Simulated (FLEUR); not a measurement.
# SnSe2 under changes of volume

One of the cells (25.726 Å³/atom); the others are scaled copies at fixed shape and fractional positions:

```
CELL_PARAMETERS angstrom
3.81100 0.00000 0.00000
-1.90550 3.30042 0.00000
0.00000 0.00000 6.13600
ATOMIC_POSITIONS crystal
Sn 0.00000 0.00000 0.00000
Se 0.66667 0.33333 0.75100
Se 0.33333 0.66667 0.24900
```

* Program: FLEUR MaX-R8.1 (patched build s14)
* Functional: revPBE
* Potentials or basis: all-electron
* Basis: FLAPW
* Kmax: 3.8 1/bohr
* k mesh: 8 × 8 × 5
* Occupations: fermi-dirac, width 0.05 eV
* Spin: no spin polarisation

```tsv
volume (Å³/atom)	energy over the lowest point (meV/atom)	gap on the mesh (eV)
24.182	?	?
24.697	99.12	0.92
25.726	43.84	0.87
26.755	10.14	0.81
27.270	0.00	0.78
```

Problem. What does the run at 24.182 Å³/atom give?

Solution. Energy over the lowest point 136.41 meV/atom; gap on the mesh 0.95 eV.

Worked out: A Birch-Murnaghan fit of order 2 (a polynomial in V^(-2/3)) to the other rows has no minimum within the range. It gives 136.15 meV/atom at 24.182 Å³/atom, against the run's 136.41. A straight line through the other rows of the gap, of slope -1.42 eV per unit of ln V, extrapolates to 0.95 eV, against the run's 0.95.

Energies are extrapolated to zero smearing.

Caveats: the plane-wave cutoff is short for the semicore states, which can make moduli rough; spin-orbit coupling is left out, which moves the levels of the heavy elements; an odd mesh through Γ misses points on the zone boundary, where band edges often lie; this functional lacks dispersion, which binds the layers, so the pressure and a relaxed spacing across them are unreliable.
